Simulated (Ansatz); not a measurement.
# H under compression and expansion

```xyz
1
Lattice="0.0000 1.1418 1.1418 1.1418 0.0000 1.1418 1.1418 1.1418 0.0000" Properties=species:S:1:pos:R:3 pbc="T T T"
H     0.0000    0.0000    0.0000
```

Conventional cell: a = 2.284 Å, b = 2.284 Å, c = 2.284 Å, α = 90.00°, β = 90.00°, γ = 90.00°. H (atom 1) has 12 H at 1.61 Å as nearest neighbours.

The structure comes from a relaxation in the same program, started in the fcc type, and has space group Fm-3m. Whether it is a known phase or the ground state wasn't checked.

Methods: DFT, PBE, all-electron LAPW, scalar-relativistic (Ansatz 0.2.0); DFT, PBE, PAW with Ansatz's default frozen-core files, scalar-relativistic (Ansatz 0.2.0).

For LAPW: a Γ-centred 20×20×20 k mesh, Fermi–Dirac smearing of 0.05 eV, basis error target 1 meV/atom, no spin polarisation. PAW takes a cutoff of 420 eV at this cell. The Ansatz runs share mesh, smearing and spin set-up. Plane-wave (PAW) pressures include the program's estimate of the Pulay term.

The cell above is scaled evenly, with fractional coordinates and shape held.

| V/V(cell) | V (Å³/atom) | P, LAPW (GPa) | P, PAW (GPa) |
| --- | --- | --- | --- |
| 0.9600 | 2.858 | 4.35 | 4.64 |
| 0.9800 | 2.918 | ? | ? |
| 1.0000 | 2.977 | -0.32 | 0.00 |
| 1.0200 | 3.037 | -2.37 | -2.04 |
| 1.0400 | 3.097 | -4.26 | -3.92 |

Fill in the row V/V(cell) = 0.9800.

P, LAPW (GPa) = 1.92, P, PAW (GPa) = 2.22.

What do Birch–Murnaghan fits to the pressures give?

LAPW: V0 = 2.97 Å³/atom, B0 = 108 GPa, B0′ = 3.2; PAW: V0 = 2.98 Å³/atom, B0 = 107 GPa, B0′ = 3.2.

PAW's V0 lies 0.30 % from the all-electron value and its B0 -1.5 %. Symmetry fixes shape and coordinates here, so this is the relaxed modulus.
